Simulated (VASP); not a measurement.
# W (Im-3m) in VASP: density of states with PBE

Aim: the density of states of W with PBE.

Everything below comes from runs of VASP 6.6.1. Logs are shortened: lines on timing, memory, paths and dates and some standing lists are left out, and cuts for length are marked.

## Step 1: Starting point

Symmetry: Im-3m, No. 229, cubic system. The conventional cell has a = 3.165 Å, b = 3.165 Å, c = 3.165 Å, α = 90.00°, β = 90.00°, γ = 90.00°. W (site symmetry m-3m) is surrounded by 8 W at 2.74 Å.

## Step 2: Density of states, PBE

The input, POSCAR:

```
W
1.0
   -1.5823450000      1.5823450000      1.5823450000
    1.5823450000     -1.5823450000      1.5823450000
    1.5823450000      1.5823450000     -1.5823450000
W
1
Direct
    0.0000000000      0.0000000000      0.0000000000
```

The input, INCAR.step1:

```
PREC     = Accurate       # precision mode
ENCUT    = 520            # plane-wave cutoff, eV
EDIFF    = 1E-7           # SCF threshold, eV
ISMEAR   = 0              # smearing method
SIGMA    = 0.1            # smearing width, eV
LREAL    = F              # projectors in reciprocal space
LASPH    = T              # aspherical terms in the spheres
NELM     = 60             # most SCF steps
ALGO     = Normal         # electronic algorithm
ISIF     = 2              # what is computed and relaxed
LWAVE    = F              # write WAVECAR
LCHARG   = T              # write CHGCAR
LMAXMIX  = 4              # l up to which the mixer works
GGA      = PE             # functional
```

The input, KPOINTS.step1:

```
Automatic mesh
0
Gamma
  18 18 18
```

The input, INCAR.step2:

```
PREC     = Accurate       # precision mode
ENCUT    = 520            # plane-wave cutoff, eV
EDIFF    = 1E-7           # SCF threshold, eV
ISMEAR   = -5             # smearing method
SIGMA    = 0.1            # smearing width, eV
LREAL    = F              # projectors in reciprocal space
LASPH    = T              # aspherical terms in the spheres
NELM     = 60             # most SCF steps
ALGO     = Normal         # electronic algorithm
ISIF     = 2              # what is computed and relaxed
LWAVE    = F              # write WAVECAR
LCHARG   = F              # write CHGCAR
LMAXMIX  = 4              # l up to which the mixer works
GGA      = PE             # functional
LORBIT   = 11             # projections on sites
NEDOS    = 1001           # points of the DOS
ICHARG   = 11             # starting density
```

The input, KPOINTS.step2:

```
Automatic mesh
0
Gamma
  27 27 27
```

Potentials or basis: VASP PAW PBE potentials, release 64 (W_sv).

The run is started by

```console
> cat potpaw_PBE.64/W_sv/POTCAR > POTCAR
> cp INCAR.step1 INCAR
> cp KPOINTS.step1 KPOINTS
> mpirun -np 1 vasp_std > vasp.out
> cp INCAR.step2 INCAR
> cp KPOINTS.step2 KPOINTS
> mpirun -np 1 vasp_std > vasp.out
```

OUTCAR:

```text
PREC = Accurate
   ENCUT = 520
   EDIFF = 1E-7
   ISMEAR = -5
   LREAL = F
   LASPH = T
   NELM = 60
   ISIF = 2
   GGA = PE
   LORBIT = 11
   ICHARG = 11

 ion  position               nearest neighbor table
   1  0.000  0.000  0.000-

  LATTYP: Found a body centered cubic cell.
 ALAT       =     3.1646900000

  Lattice vectors:

 A1 = (  -1.5823450000,   1.5823450000,   1.5823450000)
 A2 = (   1.5823450000,  -1.5823450000,   1.5823450000)
 A3 = (   1.5823450000,   1.5823450000,  -1.5823450000)

Analysis of symmetry for initial positions (statically):
=====================================================================
 Subroutine PRICEL returns:
 Original cell was already a primitive cell.

 Routine SETGRP: Setting up the symmetry group for a
 body centered cubic supercell.

 Subroutine GETGRP returns: Found 48 space group operations
 (whereof 48 operations were pure point group operations)
 out of a pool of 48 trial point group operations.

The static configuration has the point symmetry O_h .

Analysis of symmetry for dynamics (positions and initial velocities):
=====================================================================
 Subroutine PRICEL returns:
 Original cell was already a primitive cell.

 Routine SETGRP: Setting up the symmetry group for a
 body centered cubic supercell.

 Subroutine GETGRP returns: Found 48 space group operations
 (whereof 48 operations were pure point group operations)
 out of a pool of 48 trial point group operations.

The dynamic configuration has the point symmetry O_h .

 Subroutine INISYM returns: Found 48 space group operations
 (whereof 48 operations are pure point group operations),
 and found     1 'primitive' translations

----------------------------------------------------------------------------------------

                                     Primitive cell

  volume of cell :      15.8476

  direct lattice vectors                    reciprocal lattice vectors
    -1.582345000  1.582345000  1.582345000     0.000000000  0.315986716  0.315986716
     1.582345000 -1.582345000  1.582345000     0.315986716  0.000000000  0.315986716
     1.582345000  1.582345000 -1.582345000     0.315986716  0.315986716  0.000000000

  length of vectors
     2.740701935  2.740701935  2.740701935     0.446872699  0.446872699  0.446872699

  position of ions in fractional coordinates (direct lattice)
     0.000000000  0.000000000  0.000000000

  ion indices of the primitive-cell ions
   primitive index   ion index
                 1           1

----------------------------------------------------------------------------------------

 KPOINTS: Automatic mesh

Automatic generation of k-mesh.
 Grid dimensions read from file:
 generate k-points for:   27   27   27

 Generating k-lattice:

  Cartesian coordinates                     Fractional coordinates (reciprocal lattice)
     0.000000000  0.011703212  0.011703212     0.037037037  0.000000000  0.000000000
     0.011703212  0.000000000  0.011703212     0.000000000  0.037037037  0.000000000
     0.011703212  0.011703212  0.000000000     0.000000000  0.000000000  0.037037037

  Length of vectors
     0.016550841  0.016550841  0.016550841

  Shift w.r.t. Gamma in fractional coordinates (k-lattice)
     0.000000000  0.000000000  0.000000000

 TETIRR: Found  23679 inequivalent tetrahedra from   118098

 Subroutine IBZKPT returns following result:
 ===========================================

 Found    560 irreducible k-points:

 Following reciprocal coordinates:
            Coordinates               Weight
  0.000000  0.000000  0.000000      1.000000
  0.037037  0.000000  0.000000     12.000000
  0.074074  0.000000  0.000000     12.000000
  0.111111  0.000000  0.000000     12.000000
  0.148148  0.000000  0.000000     12.000000
  0.185185  0.000000  0.000000     12.000000
[... 16 lines left out ...]
  0.333333  0.037037  0.000000     48.000000
  0.370370  0.037037  0.000000     48.000000
 [... further k-points ...]
   k-points           NKPTS =    560   k-points in BZ     NKDIM =    560   number of bands    NBANDS=     11
   number of dos      NEDOS =   1001   number of ions     NIONS =      1
   total plane-waves  NPLWV =   8000
   dimension x,y,z NGX =    20 NGY =   20 NGZ =   20
   dimension x,y,z NGXF=    40 NGYF=   40 NGZF=   40
   ions per type =               1
   NGX,Y,Z   is equivalent  to a cutoff of  12.13, 12.13, 12.13 a.u.
   NGXF,Y,Z  is equivalent  to a cutoff of  24.26, 24.26, 24.26 a.u.
 SYSTEM =  unknown system
   PREC   = accura    normal or accurate (medium, high low for compatibility)
   ISTART =      0    job   : 0-new  1-cont  2-samecut
   ICHARG =     11    charge: 1-file 2-atom 10-const
   ISPIN  =      1    spin polarized calculation?
   LNONCOLLINEAR =      F non collinear calculations
   LSORBIT =      F    spin-orbit coupling
   LASPH  =      T    aspherical Exc in radial PAW
   ENCUT  =  520.0 eV  38.22 Ry    6.18 a.u.   5.10  5.10  5.10*2*pi/ulx,y,z
   NELM   =     60;   NELMIN=  2; NELMDL=  0     # of ELM steps
   EDIFF  = 0.1E-06   stopping-criterion for ELM
   LREAL  =      F    real-space projection
   EDIFFG = 0.1E-05   stopping-criterion for IOM
   NSW    =      0    number of steps for IOM
   IBRION =     -1    ionic relax: 0-MD 1-quasi-New 2-CG
   NFREE  =      0    steps in history (QN), initial steepest desc. (CG)
   ISIF   =      2    stress and relaxation
   ISYM   =      2    0-nonsym 1-usesym 2-fastsym
   POTIM  = 0.5000    time-step for ionic-motion
   TEBEG  =    0.0;   TEEND  =   0.0 temperature during run
   PSTRESS=    0.0 pullay stress
   NELECT =      14.0000    total number of electrons
   NUPDOWN=      -1.0000    fix difference up-down
   EMIN   =  10.00;   EMAX   =-10.00  energy-range for DOS
   EFERMI =   0.00;   METHOD = LEGACY
   ISMEAR =    -5;   SIGMA  =   0.10  broadening in eV -4-tet -1-fermi 0-gaus
   EFERMI_NEDOS =   21; number of points for ismear=-14 and -15
   IALGO  =     38    algorithm
   IMIX   =      4    mixing-type and parameters
     AMIX     =   0.40;   BMIX     =  1.00
     AMIX_MAG =   1.60;   BMIX_MAG =  1.00
  volume/ion in A,a.u.               =      15.85       106.94
  Fermi-wavevector in a.u.,A,eV,Ry     =   1.570832  2.968442 33.572544  2.467512
  Thomas-Fermi vector in A             =   2.672506
   LORBIT       =     11    0 simple, 1 ext, 2 COOP (PROOUT), +10 PAW based schemes
   GGA     = PE    functional components
   LHFCALC =     F    Hartree Fock is set to
   AEXX    =    0.0000 exact exchange contribution
   IVDW    =     0    specifies the selected vdW correction
   LEPSILON=     F    determine dielectric tensor
   LRPA    =     F    only Hartree local field effects (RPA)
 non-spin polarized calculation
 Fermi weights with tetrahedron method with Bloechl corrections
  energy-cutoff  :      520.00
  volume of cell :       15.85
 maximum number of plane-waves:       440

 number of electron      14.0000004 magnetization

 Free energy of the ion-electron system (eV)
  ---------------------------------------------------
  ext. energy  EPLUGINS =         0.00000000
  ---------------------------------------------------
  free energy    TOTEN  =       -12.94871210 eV

  energy without entropy =      -12.94871210  energy(sigma->0) =      -12.94871210

 E-fermi :  11.4824     XC(G=0): -13.6418

 val. band max:       11.4806747479   @ k =  -0.4815  -0.4815   0.0370
 cond. band min:      11.4224825890   @ k =  -0.1481   0.1852   0.1111
 fundamental gap:     -0.0581921589
 Fermi energy:        11.4824226823

 k-point     1 :       0.0000    0.0000    0.0000
  band No.  band energies     occupation
      1     -62.7316      2.00000
      2     -26.2936      2.00000
      3     -26.2936      2.00000
      4     -26.2936      2.00000
      5       1.8085      2.00000
      6      10.2200      2.00000
      7      10.2200      2.00000
      8      10.2200      2.00000
      9      13.7115      0.00000
     10      13.7115      0.00000
     11      25.9647      0.00000

 k-point     2 :       0.0370    0.0000    0.0000
  band No.  band energies     occupation
      1     -62.7299      2.00000
      2     -26.3124      2.00000
      3     -26.2994      2.00000
      4     -26.2936      2.00000
      5       1.8755      2.00000
      6      10.1787      2.00000
      7      10.2115      2.00000
      8      10.2843      2.00000
      9      13.6423      0.00000
     10      13.7116      0.00000
     11      26.0236      0.00000

 k-point     3 :       0.0741    0.0000    0.0000
  band No.  band energies     occupation
      1     -62.7246      2.00000
      2     -26.3677      2.00000
      3     -26.3167      2.00000
      4     -26.2939      2.00000
      5       2.0733      2.00000
      6      10.0594      2.00000
      7      10.1803      2.00000
      8      10.4764      2.00000
      9      13.4631      0.00000
     10      13.7135      0.00000
     11      26.1881      0.00000

 k-point     4 :       0.1111    0.0000    0.0000
  band No.  band energies     occupation
      1     -62.7161      2.00000
      2     -26.4557      2.00000
      3     -26.3443      2.00000
      4     -26.2944      2.00000
      5       2.3918      2.00000
      6       9.8745      2.00000
      7      10.1110      2.00000
      8      10.7933      2.00243
      9      13.2444      0.00000
     10      13.7214      0.00000
     11      26.4197      0.00000
[... 239 lines left out ...]
 k-point    22 :       0.2963    0.0370    0.0000
  band No.  band energies     occupation
      1     -62.6373      2.00000
      2     -27.2152      2.00000
      3     -26.5916      2.00000
      4     -26.3058      2.00000
      5       4.9633      2.00000
      6       8.4781      2.00000
      7       9.7276      2.00000
      8      13.3019      0.00000
      9      14.1526      0.00000
     10      14.5061      0.00000
     11      25.0937      0.00000

 k-point    23 :       0.3333    0.0370    0.0000
  band No.  band energies     occupation
      1     -62.6239      2.00000
      2     -27.3374      2.00000
      3     -26.6341      2.00000
      4     -26.3067      2.00000
      5       5.1604      2.00000
      6       8.2750      2.00000
      7      10.1252      2.00000
      8      13.4831      0.00000
      9      14.2755      0.00000
     10      15.3743      0.00000
     11      24.4021      0.00000

 k-point    24 :       0.3704    0.0370    0.0000
  band No.  band energies     occupation
      1     -62.6125      2.00000
      2     -27.4387      2.00000
      3     -26.6695      2.00000
      4     -26.3074      2.00000
      5       5.2346      2.00000
      6       8.1109      2.00000
      7      10.6804      2.00228
      8      13.6173      0.00000
      9      14.4037      0.00000
     10      16.2176      0.00000
     11      23.7745      0.00000

 [... further k-points ...]
[... 5 lines left out ...]
  --------------------------------------------------------------------------------------
  -------------------------------------------------------------------------------------
  Total        0.5804356      0.5804356      0.5804356      0.0000000      0.0000000      0.0000000
  in kB       58.6814890     58.6814890     58.6814890      0.0000000      0.0000000      0.0000000
  external PRESSURE =      58.6814890 kB  Pullay stress =       0.0000000 kB

 VOLUME and BASIS-vectors are now :
 -----------------------------------------------------------------------------
  energy-cutoff  :      520.00
  volume of cell :       15.85
      direct lattice vectors                 reciprocal lattice vectors
    -1.582345000  1.582345000  1.582345000     0.000000000  0.315986716  0.315986716
     1.582345000 -1.582345000  1.582345000     0.315986716  0.000000000  0.315986716
     1.582345000  1.582345000 -1.582345000     0.315986716  0.315986716  0.000000000

 POSITION                                       TOTAL-FORCE (eV/Angst)
 -----------------------------------------------------------------------------------
      0.00000      0.00000      0.00000         0.000000      0.000000      0.000000
 -----------------------------------------------------------------------------------
    total drift:                                0.000000     -0.000000      0.000000

  FREE ENERGIE OF THE ION-ELECTRON SYSTEM (eV)
  ---------------------------------------------------
  free  energy   TOTEN  =       -12.9487120977 eV

  energy  without entropy=      -12.9487120977  energy(sigma->0) =      -12.94871210

 total charge

# of ion       s       p       d       tot
------------------------------------------
    1        2.402   6.345   3.349  12.096
```

Wall time 89 s (1 thread of Intel Xeon Platinum 8375C at 2.90GHz (Ice Lake), shared host); peak memory 0.25 GiB.

What came out:

| Property | Result |
| --- | --- |
| Valence electrons inside the program's atomic spheres | W 12.10 |

States per cell in windows of 1 eV (zero at the Fermi level; states under -8 eV left out):
```tsv
from (eV)	total	W1_d	W1_p	W1_s
-8.0	0.12	0.01	0.01	0.05
-7.0	0.29	0.07	0.02	0.08
-6.0	0.76	0.32	0.04	0.12
-5.0	0.87	0.46	0.05	0.07
-4.0	1.24	0.85	0.07	0.01
-3.0	1.27	0.82	0.10	0.02
-2.0	1.05	0.65	0.11	0.02
-1.0	0.38	0.22	0.05	0.01
0.0	0.66	0.49	0.03	0.01
1.0	0.99	0.80	0.02	0.01
2.0	1.23	1.06	0.02	0.01
3.0	1.46	1.23	0.04	0.04
4.0	0.49	0.37	0.04	0.02
5.0	0.33	0.24	0.03	0.01
6.0	0.32	0.21	0.04	0.02
7.0	0.32	0.15	0.05	0.05
```

Caveat: tetrahedron occupations give inexact forces and stress in metals.
